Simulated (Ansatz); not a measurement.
## Cs2Br3: competing structures

All numbers below come from DFT PBE, scalar-relativistic, plane waves, PAW in Ansatz. Settings: cutoff 420 eV, Γ-centred meshes no coarser than 0.19 Å⁻¹ for metals and 0.3 Å⁻¹ for insulators (2π included), Gaussian smearing.

These are static lattice energies at zero pressure. Larger cells and other orderings weren't all tried, so the list isn't exhaustive. For metals, differences of a few meV/atom aren't resolved. No run is spin-polarised.

```tsv
#	started from	space group	atoms	V (Å³/atom)	ΔE (meV/atom)	gap on mesh (eV)
1	tetradymite type, changed	R-3m (No. 166)	5	45.4	0	0.00
2	corundum type	R-3c (No. 167)	10	58.3	91	0.00
```

The lowest structure: Space group R-3m (No. 166), trigonal, a = 5.427 Å, c = 26.690 Å. Around Cs lie 9 Br at 3.77–3.95 Å; Br on Wyckoff site a (1 atom of the primitive cell) has 6 Cs at 3.77 Å and 2 Br at 4.49 Å; Br on Wyckoff site c (2 atoms of the primitive cell) is coordinated by 3 Br at 3.13 Å. Its energy against the elements is -1.33 eV/atom. The zero of energy is the lowest elemental structures computed at the same level; no fitted shifts are applied.

```xyz
5
Lattice="2.7135 1.5667 8.8967 -2.7135 1.5667 8.8967 0.0000 -3.1333 8.8967" Properties=species:S:1:pos:R:3 pbc="T T T"
Cs    0.0000    0.0000   10.9860
Cs    0.0000    0.0000   15.7041
Br    0.0000    0.0000    0.0000
Br    0.0000    0.0000    4.4939
Br    0.0000    0.0000   22.1961
```

The second: Space group R-3c (No. 167), trigonal, a = 8.849 Å, c = 25.784 Å. Cs is coordinated by 6 Br at 3.64–3.65 Å; Br has 4 Cs at 3.64–3.65 Å and 2 Br at 3.93 Å.